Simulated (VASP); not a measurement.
Input of a VASP 6.6.1 run:

The input INCAR:

```
PREC = Accurate ; ENCUT = 350
EDIFF = 1E-7 ; ISMEAR = 0
SIGMA = 0.02 ; LREAL = False
LASPH = True ; NELM = 150
ALGO = Normal ; ISIF = 3
LWAVE = False ; LCHARG = False
ISPIN = 2 ; MAGMOM = 5 -5 0 0
LORBIT = 11 ; LMAXMIX = 4
GGA = CA ; IBRION = 2
NSW = 80 ; EDIFFG = -0.002
```

Contents of KPOINTS:

```
Automatic mesh
0
Gamma
  4 4 4
```

File POSCAR:

```
MnS                                     
1.0
    0.0000000000      2.3941655491     -2.3941655491
   -0.0000000000      2.3941655491      2.3941655491
    4.8269311979     -0.0000000000      0.0000000000
  Mn              S             
     2     2
Direct
     0.0000000000000000    0.0000000000000000    0.0000000000000000
     0.5000000000000000    0.5000000000000000    0.5000000000000000
     0.0000000000000000    0.0000000000000000    0.5000000000000000
     0.5000000000000000    0.5000000000000000    0.0000000000000000
```

Potentials or basis: VASP PAW LDA potentials, release 64 (Mn_pv, S).

Launch:

```sh
$ cat potpaw_LDA.64/Mn_pv/POTCAR potpaw_LDA.64/S/POTCAR > POTCAR
$ mpirun -np 1 vasp_std > vasp.out
```

(1) Predict the net moment.

(2) Estimate the space group after relaxing (to 0.05 Å).

(3) Estimate the site moments.

Results:

(1) 0.00 μB per cell.

(2) Fm-3m (No. 225).

(3) Mn +3.31, -3.31; S -0.03, +0.03 μB.

Caveat: the k mesh is coarse (spacing up to 0.46 Å⁻¹), so the values aren't converged.
